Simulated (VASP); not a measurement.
# SH2 in VASP: settings compared, part 2 of 2

VASP 6.6.1. The steps go on from the part before.

## 4. Single point, rev-vdW-DF2

Input file INCAR:

```
SYSTEM = H2S
PREC = Accurate
ENCUT = 400
EDIFF = 1E-6
ISMEAR = 0
SIGMA = 0.01
LREAL = .FALSE.
LASPH = .TRUE.
NELM = 100
ALGO = Normal
ISIF = 2
LWAVE = .FALSE.
LCHARG = .FALSE.
GGA = MK
LUSE_VDW = .TRUE.
AGGAC = 0.0
PARAM1 = 0.1234
PARAM2 = 0.711357
ZAB_VDW = -1.8867
NBANDS = 11
ISYM = 0
```

Input file KPOINTS:

```
regular mesh
0
G
  1 1 1
  0 0 0
```

Input file POSCAR:

```
H2S                                     
1.0
   12.3255669104      0.0000000000      0.0000000000
    0.0000000000     12.8255669104      0.0000000000
    0.0000000000      0.0000000000     13.3255669104
  S               H             
     1     2
Selective dynamics
Direct
     0.5240426748000004    0.5082814983000006    0.4599902109999974   F   F   F
     0.5102518241523043    0.4295442893792950    0.5260118629908058   T   T   T
     0.4639902196553888    0.5735585309224360    0.5168398112876869   T   T   T
```

Potentials or basis: VASP PAW PBE potentials, release 64 (S, H).

The run is started by

```
$ cat potpaw_PBE.64/S/POTCAR potpaw_PBE.64/H/POTCAR > POTCAR
$ mpirun -np 4 vasp_gam > vasp.out
```

OUTCAR:

```text
SYSTEM = H2S
   PREC = Accurate
   ENCUT = 400
   EDIFF = 1E-6
   ISMEAR = 0
   LREAL = .FALSE.
   LASPH = .TRUE.
   NELM = 100
   ISIF = 2
   GGA = MK
   ISYM = 0

 ion  position               nearest neighbor table
   1  0.524  0.508  0.460-   3 1.35   2 1.35
   2  0.510  0.430  0.526-   1 1.35
   3  0.464  0.574  0.517-   1 1.35

IMPORTANT INFORMATION: All symmetrisations will be switched off!
NOSYMM: (Re-)initialisation of all symmetry stuff for point group C_1.

----------------------------------------------------------------------------------------

                                     Primitive cell

  volume of cell :    2106.5374

  direct lattice vectors                    reciprocal lattice vectors
    12.325566910  0.000000000  0.000000000     0.081132171  0.000000000  0.000000000
     0.000000000 12.825566910  0.000000000     0.000000000  0.077969263  0.000000000
     0.000000000  0.000000000 13.325566910     0.000000000  0.000000000  0.075043712

  length of vectors
    12.325566910 12.825566910 13.325566910     0.081132171  0.077969263  0.075043712

  position of ions in fractional coordinates (direct lattice)
     0.524042675  0.508281498  0.459990211
     0.510251824  0.429544289  0.526011863
     0.463990220  0.573558531  0.516839811

  ion indices of the primitive-cell ions
   primitive index   ion index
                 1           1
                 2           2
                 3           3

----------------------------------------------------------------------------------------

 KPOINTS: regular mesh

Automatic generation of k-mesh.
 Grid dimensions read from file:
 generate k-points for:    1    1    1

 Generating k-lattice:

  Cartesian coordinates                     Fractional coordinates (reciprocal lattice)
     0.081132171  0.000000000  0.000000000     1.000000000  0.000000000  0.000000000
     0.000000000  0.077969263  0.000000000     0.000000000  1.000000000  0.000000000
     0.000000000  0.000000000  0.075043712     0.000000000  0.000000000  1.000000000

  Length of vectors
     0.081132171  0.077969263  0.075043712

  Shift w.r.t. Gamma in fractional coordinates (k-lattice)
     0.000000000  0.000000000  0.000000000

 Subroutine IBZKPT returns following result:
 ===========================================

 Found      1 irreducible k-points:

 Following reciprocal coordinates:
            Coordinates               Weight
  0.000000  0.000000  0.000000      1.000000
   k-points           NKPTS =      1   k-points in BZ     NKDIM =      1   number of bands    NBANDS=     12
   number of dos      NEDOS =    301   number of ions     NIONS =      3
   total plane-waves  NPLWV = 604800
   dimension x,y,z NGX =    80 NGY =   84 NGZ =   90
   dimension x,y,z NGXF=   160 NGYF=  168 NGZF=  180
   ions per type =               1   2
   NGX,Y,Z   is equivalent  to a cutoff of  10.79, 10.89, 11.23 a.u.
   NGXF,Y,Z  is equivalent  to a cutoff of  21.58, 21.78, 22.46 a.u.
 SYSTEM =  H2S
   PREC   = accura    normal or accurate (medium, high low for compatibility)
   ISTART =      0    job   : 0-new  1-cont  2-samecut
   ICHARG =      2    charge: 1-file 2-atom 10-const
   ISPIN  =      1    spin polarized calculation?
   LNONCOLLINEAR =      F non collinear calculations
   LSORBIT =      F    spin-orbit coupling
   LASPH  =      T    aspherical Exc in radial PAW
   ENCUT  =  400.0 eV  29.40 Ry    5.42 a.u.  20.10 20.92 21.73*2*pi/ulx,y,z
   NELM   =    100;   NELMIN=  2; NELMDL= -5     # of ELM steps
   EDIFF  = 0.1E-05   stopping-criterion for ELM
   LREAL  =      F    real-space projection
   EDIFFG = 0.1E-04   stopping-criterion for IOM
   NSW    =      0    number of steps for IOM
   IBRION =     -1    ionic relax: 0-MD 1-quasi-New 2-CG
   NFREE  =      0    steps in history (QN), initial steepest desc. (CG)
   ISIF   =      2    stress and relaxation
   ISYM   =      0    0-nonsym 1-usesym 2-fastsym
   POTIM  = 0.5000    time-step for ionic-motion
   TEBEG  =    0.0;   TEEND  =   0.0 temperature during run
   PSTRESS=    0.0 pullay stress
   NELECT =       8.0000    total number of electrons
   NUPDOWN=      -1.0000    fix difference up-down
   EMIN   =  10.00;   EMAX   =-10.00  energy-range for DOS
   EFERMI =   0.00;   METHOD = LEGACY
   ISMEAR =     0;   SIGMA  =   0.01  broadening in eV -4-tet -1-fermi 0-gaus
   EFERMI_NEDOS =   21; number of points for ismear=-14 and -15
   IALGO  =     38    algorithm
   IMIX   =      4    mixing-type and parameters
     AMIX     =   0.40;   BMIX     =  1.00
     AMIX_MAG =   1.60;   BMIX_MAG =  1.00
  volume/ion in A,a.u.               =     702.18      4738.54
  Fermi-wavevector in a.u.,A,eV,Ry     =   0.255416  0.482667  0.887609  0.065237
  Thomas-Fermi vector in A             =   1.077651
   LORBIT       =      0    0 simple, 1 ext, 2 COOP (PROOUT), +10 PAW based schemes
   GGA     = MK    functional components
   LHFCALC =     F    Hartree Fock is set to
   AEXX    =    0.0000 exact exchange contribution
   IVDW_NL    =     1    kernel type
   BPARAM     = 6.3000
   IVDW    =     0    specifies the selected vdW correction
   LEPSILON=     F    determine dielectric tensor
   LRPA    =     F    only Hartree local field effects (RPA)
 non-spin polarized calculation
 Gauss-broadening in eV      SIGMA  =   0.01
  energy-cutoff  :      400.00
  volume of cell :     2106.54
 maximum number of plane-waves:     19124
   NGX = 41   NGY = 41   NGZ = 43

 number of electron       8.0000000 magnetization

 Free energy of the ion-electron system (eV)
  ---------------------------------------------------
  ext. energy  EPLUGINS =         0.00000000
  ---------------------------------------------------
  free energy    TOTEN  =        -9.50556856 eV

  energy without entropy =       -9.50556856  energy(sigma->0) =       -9.50556856

 E-fermi :  -6.1537     XC(G=0):  -0.5420

 val. band max:       -6.2411697315   @ k =   0.0000   0.0000   0.0000
 cond. band min:      -1.0711633224   @ k =   0.0000   0.0000   0.0000
 fundamental gap:      5.1700064091
 Fermi energy:        -6.1536592561

 k-point     1 :       0.0000    0.0000    0.0000
  band No.  band energies     occupation
      1     -18.4414      2.00000
      2     -10.8884      2.00000
      3      -9.0574      2.00000
      4      -6.2412      2.00000
      5      -1.0712      0.00000
      6      -0.6924      0.00000
      7       0.1737      0.00000
      8       0.3526      0.00000
      9       0.4017      0.00000
     10       0.5319      0.00000
     11       0.6059      0.00000
     12       0.6414      0.00000

------------------------ aborting loop because EDIFF is reached ----------------------------------------

  FORCE on cell =-STRESS in cart. coord.  units (eV):
  Direction    XX          YY          ZZ          XY          YZ          ZX
  --------------------------------------------------------------------------------------
  -------------------------------------------------------------------------------------
  Total       -0.1305369     -0.0984087     -0.1318827     -0.0115648     -0.0030887     -0.0020437
  in kB       -0.0992830     -0.0748471     -0.1003066     -0.0087959     -0.0023492     -0.0015544
  external PRESSURE =      -0.0914789 kB  Pullay stress =       0.0000000 kB

 VOLUME and BASIS-vectors are now :
 -----------------------------------------------------------------------------
  energy-cutoff  :      400.00
  volume of cell :     2106.54
      direct lattice vectors                 reciprocal lattice vectors
    12.325566910  0.000000000  0.000000000     0.081132171  0.000000000  0.000000000
     0.000000000 12.825566910  0.000000000     0.000000000  0.077969263  0.000000000
     0.000000000  0.000000000 13.325566910     0.000000000  0.000000000  0.075043712

 POSITION                                       TOTAL-FORCE (eV/Angst)
 -----------------------------------------------------------------------------------
      6.45912      6.51900      6.12963         0.001023     -0.000221     -0.000789
      6.28914      5.50915      7.00941         0.004687     -0.016012      0.001589
      5.71894      7.35621      6.88718        -0.005710      0.016232     -0.000800
 -----------------------------------------------------------------------------------
    total drift:                                0.000322     -0.000072      0.000065

  FREE ENERGIE OF THE ION-ELECTRON SYSTEM (eV)
  ---------------------------------------------------
  free  energy   TOTEN  =        -9.5055685561 eV

  energy  without entropy=       -9.5055685561  energy(sigma->0) =       -9.50556856

Total vdW correction in eV:      1.7939413
```

Wall time 11 min (4 MPI ranks of Intel Xeon Platinum 8375C at 2.90GHz (Ice Lake), shared host); peak memory 1.1 GiB.

What came out:

```
Free energy                     : -9.5056 eV
Largest force                   : 0.017 eV/Å
Gap between the frontier levels : 5.17 eV
```

Forces on the atoms (eV/Å):
```
S    0.001  0.000 -0.001
H    0.005 -0.016  0.002
H   -0.006  0.016 -0.001
```

Caveat: the PAW data sets were made with another functional, which shifts forces and pressure a little.

## 5. Overview

| level | gap on the mesh (eV) | largest force (eV/Å) |
| --- | --- | --- |
| RPBE+D3(BJ) | 5.29 | 0.01 |
| optB86b-vdW | 5.16 | 0.02 |
| rev-vdW-DF2 | 5.17 | 0.02 |

Alike in all rows: task single point; potentials or basis VASP PAW PBE potentials, release 64 (S, H); no spin polarisation; cell as given; k mesh 1 × 1 × 1; cutoff (eV) 400; smearing gaussian 0.01 eV.

On the cell as given the gap runs from 5.16 eV (optB86b-vdW) to 5.29 eV (RPBE+D3(BJ)).

Caveats: the PAW data sets were made with another functional, which shifts forces and pressure a little.

Total energies depend on the potentials used, so only differences within one code and one set of settings carry meaning.
